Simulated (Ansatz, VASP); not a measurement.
Given: the input of a run of Ansatz 0.2.0 on P.

The input input.yaml:

```yaml
crystal:
  lattice:
    - [1.6904964118, 0.9760085585, 3.0657910646]
    - [-1.6904964118, 0.9760085585, 3.0657910646]
    - [0.0, -1.9520171168, 3.0657910646]
  atoms:
    - { symbol: P, position: [0.77291975, 0.77291975, 0.77291975] }
    - { symbol: P, position: [0.22708025, 0.22708025, 0.22708025] }
kpoints:
  mp_grid: { grid: [9, 9, 9] }
scf:
  occupations: { method: fermi_dirac, width: 0.05 }
hamiltonian:
  xc: lda
  pseudopotentials: { kind: all_electron, lapw: { basis_error: 0.001 } }
output:
  forces: true
  stress: true
  eigenvalues: true
```

Potentials or basis: all-electron LAPW, scalar-relativistic.

Run with:

```console
$ ansatz run input.yaml --threads 1 --pin off --max-ram 3072MiB --backend cpu --events-out ev --progress --plain --runs-dir out
```

Set up the same calculation for VASP 6.6.1. Potentials there: VASP PAW LDA potentials, release 64 (P).

As run (the cutoff follows the program's own potentials):

The input INCAR:

```
SYSTEM = P
ALGO = Normal
EDIFF = 1E-6
ENCUT = 520
ISIF = 2
ISMEAR = -1
LASPH = .TRUE.
LCHARG = .TRUE.
LELF = .TRUE.
LREAL = .FALSE.
LVHAR = .TRUE.
LWAVE = .FALSE.
NBANDS = 12
NELM = 60
PREC = Accurate
SIGMA = 0.05
```

KPOINTS

```
k-points
0
G
  9 9 9
  0 0 0
```

Contents of POSCAR:

```
P
1.0
    1.6904964118      0.9760085585      3.0657910646
   -1.6904964118      0.9760085585      3.0657910646
    0.0000000000     -1.9520171168      3.0657910646
P
2
Direct
    0.7729197500      0.7729197500      0.7729197500
    0.2270802500      0.2270802500      0.2270802500
```

Potentials or basis: VASP PAW LDA potentials, release 64 (P).

Run with:

```bash
$ cat potpaw_LDA.64/P/POTCAR > POTCAR
$ mpirun -np 1 vasp_std > vasp.out
```

Both were run:

|  | VASP | Ansatz | Ansatz less VASP |
| --- | --- | --- | --- |
| gap on the k mesh at the Fermi level (eV) | none | none | - |
| pressure (GPa) | 2.7 | 3.0 | +0.31 |
| largest component of the traceless stress (GPa) | 2.32 | 2.43 | +0.117 |
| rms of the force components (eV/Å) | 0.313 | 0.337 | +0.0241 |

Atom by atom the forces differ by 0.024 eV/Å (rms over components). A gap of «none» marks a metal or a gap that the smearing closes. Ansatz ran all-electron here, so the differences hold the error of VASP's frozen core and of both bases.
